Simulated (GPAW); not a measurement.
A calculation with GPAW 26.7.0 of Al (ASE script, Cartesian positions):

Contents of run.py:

```python
from ase.dft.bandgap import bandgap
from ase.io import read, write
from ase.units import GPa
from gpaw import GPAW, PW

atoms = read('Al.xyz')

calc = GPAW(mode=PW(600),
            xc='PBE',
            kpts={'size': (11, 11, 11), 'gamma': True},
            occupations={'name': 'fermi-dirac', 'width': 0.05},
            nbands=7,
            convergence={'density': 1e-05, 'energy': 1e-05},
            maxiter=150,
            txt='gpaw.txt')
atoms.calc = calc
energy = atoms.get_potential_energy()
forces = atoms.get_forces()
stress = atoms.get_stress()
calc.write('gs.gpw')
write('result.traj', atoms)
print(f'Energy: {energy:.6f} eV')
print('Forces (eV/A):')
print(forces.round(4))
print('Stress (GPa):', (stress / GPa).round(3))
print('Fermi level:', round(calc.get_fermi_level(), 4), 'eV')
print(f'Gap: {bandgap(calc)[0]:.4f} eV, direct: {bandgap(calc, direct=True)[0]:.4f} eV')

path = atoms.cell.bandpath('GXWKGLUWLK,UX', npoints=60, eps=1e-4)
bs_calc = calc.fixed_density(kpts=path, symmetry='off', nbands=13,
                             convergence={'bands': 'CBM+6.0', 'eigenstates': 1e-6}, txt='bands.txt')
bs = bs_calc.band_structure()
bs.write('bs.json')
print(f'Gap on the path: {bandgap(bs_calc)[0]:.4f} eV')
```

Contents of Al.xyz:

```xyz
1
Lattice="0.0000000000 2.0248050000 2.0248050000 2.0248050000 0.0000000000 2.0248050000 2.0248050000 2.0248050000 0.0000000000" Properties=species:S:1:pos:R:3 pbc="T T T"
Al     0.0000000000      0.0000000000      0.0000000000
```

Potentials or basis: GPAW PAW data sets (gpaw-data 1.2.1), pw.

Run with:

```sh
$ OMP_NUM_THREADS=1 python run.py
```

Write the same calculation in another form: ASE script, structure by space group and Wyckoff sites.

As run:

Contents of run.py:

```python
from ase.dft.bandgap import bandgap
from ase.io import write
from ase.spacegroup import crystal
from ase.units import GPa
from gpaw import GPAW, PW

# Al 4a
atoms = crystal(['Al'],
                basis=[[0.0, 0.0, 0.0]],
                spacegroup=225, setting=1,  # Fm-3m
                cellpar=[4.04961, 4.04961, 4.04961, 90.0, 90.0, 90.0],
                primitive_cell=True)

calc = GPAW(mode=PW(600),
            xc='PBE',
            kpts={'size': (11, 11, 11), 'gamma': True},
            occupations={'name': 'fermi-dirac', 'width': 0.05},
            nbands=7,
            convergence={'density': 1e-05, 'energy': 1e-05},
            maxiter=150,
            txt='gpaw.txt')
atoms.calc = calc
energy = atoms.get_potential_energy()
forces = atoms.get_forces()
stress = atoms.get_stress()
calc.write('gs.gpw')
write('result.traj', atoms)
print(f'Energy: {energy:.6f} eV')
print('Forces (eV/A):')
print(forces.round(4))
print('Stress (GPa):', (stress / GPa).round(3))
print('Fermi level:', round(calc.get_fermi_level(), 4), 'eV')
print(f'Gap: {bandgap(calc)[0]:.4f} eV, direct: {bandgap(calc, direct=True)[0]:.4f} eV')

path = atoms.cell.bandpath('GXWKGLUWLK,UX', npoints=100, eps=1e-4)
bs_calc = calc.fixed_density(kpts=path, symmetry='off', nbands=13,
                             convergence={'bands': 'CBM+6.0', 'eigenstates': 1e-6}, txt='bands.txt')
bs = bs_calc.band_structure()
bs.write('bs.json')
print(f'Gap on the path: {bandgap(bs_calc)[0]:.4f} eV')
```

Potentials or basis: GPAW PAW data sets (gpaw-data 1.2.1), pw.

Command:

```sh
$ OMP_NUM_THREADS=1 python run.py
```

Both were run:

|  | ASE script, Cartesian positions | ASE script, structure by space group and Wyckoff sites |
| --- | --- | --- |
| Pressure | -0.3 GPa | -0.3 GPa |
| Band gap along the path | none (metal or under the smearing width) | none (metal or under the smearing width) |

Keys that steer only the numerical path or the files written may differ.
